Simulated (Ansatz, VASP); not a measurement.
## Two plane-wave programs on BaZrO3

```
Ba Zr O
1.0
     4.18150    0.00000    0.00000
     0.00000    4.18150    0.00000
     0.00000    0.00000    4.18150
Ba Zr O
1 1 3
Direct
  0.50000 0.50000 0.50000
  0.00000 0.00000 0.00000
  0.50000 0.00000 0.00000
  0.00000 0.50000 0.00000
  0.00000 0.00000 0.50000
```

Alike in both runs: task electric field gradients; functional PBE; k mesh 5 × 5 × 5; occupations fermi-dirac, width 0.03 eV; no spin polarisation.

```csv
,VASP,Ansatz
version,VASP 6.6.1,Ansatz 0.2.0
potentials or method,"VASP PAW PBE potentials, release 64 (Ba_sv, Zr_sv, O)","PAW with Ansatz's default frozen-core files, scalar-relativistic"
plane-wave cutoff (eV),520,420
valence electrons in the cell,40,40
```

|  | VASP | Ansatz | Ansatz less VASP |
| --- | --- | --- | --- |
| gap on the k mesh at the Fermi level (eV) | 3.31 | 3.36 | +0.053 |
| pressure (GPa) | 6.3 | 5.3 | -1.08 |
| Vzz of the field gradient on the site that differs most (V/Å²) | -15.9 | -13.9 | +1.97 |

Ansatz warned: «gradients_without_spin_orbit».

Caveats: spin-orbit coupling is left out, which moves the levels of the heavy elements; an odd mesh through Γ misses points on the zone boundary, where band edges often lie. As with any semilocal functional, this PBE gap is likely too small.
